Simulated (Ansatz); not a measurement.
# LiBr: frozen-core PAW against all-electron methods

```
Li Br
1.0
     0.00000    2.74450    2.74450
     2.74450    0.00000    2.74450
     2.74450    2.74450    0.00000
Li Br
1 1
Direct
  0.00000 0.00000 0.00000
  0.50000 0.50000 0.50000
```

Atom numbers follow the list: Li1, Br2.

The cell is COD entry 1011363, as deposited and not checked against the literature; nothing was relaxed. It is an old determination, and later ones may differ.

Levels of theory: DFT, PBE, PAW with Ansatz's default frozen-core files, fully relativistic files with spin-orbit coupling (Ansatz 0.2.0); DFT, PBE, all-electron LAPW, Dirac equation with spin-orbit coupling (Ansatz 0.2.0).

For PAW: a Γ-centred 8×8×8 k mesh, Fermi–Dirac smearing of 0.03 eV, cutoff 420 eV, no spin polarisation. LAPW targets a basis error of 1 meV/atom. The Ansatz runs share mesh, smearing and spin set-up. Plane-wave (PAW) pressures include the program's estimate of the Pulay term.

Stress and pressure are positive in compression.

Levels count from the top of the valence band.

PAW results:

| quantity | PAW |
| --- | --- |
| pressure (GPa) | 0.33 |
| band gap (eV) | 4.791 |
| highest filled level at L (eV) | -0.270 |
| lowest empty level at L (eV) | 5.453 |
| highest filled level at X (eV) | -1.181 |
| lowest empty level at X (eV) | 6.074 |

(1) What does all-electron LAPW give for the same quantities?

Answers

(1) 
```tsv
quantity	LAPW
pressure (GPa)	0.33
band gap (eV)	4.789
highest filled level at L (eV)	-0.270
lowest empty level at L (eV)	5.454
highest filled level at X (eV)	-1.181
lowest empty level at X (eV)	6.074
```
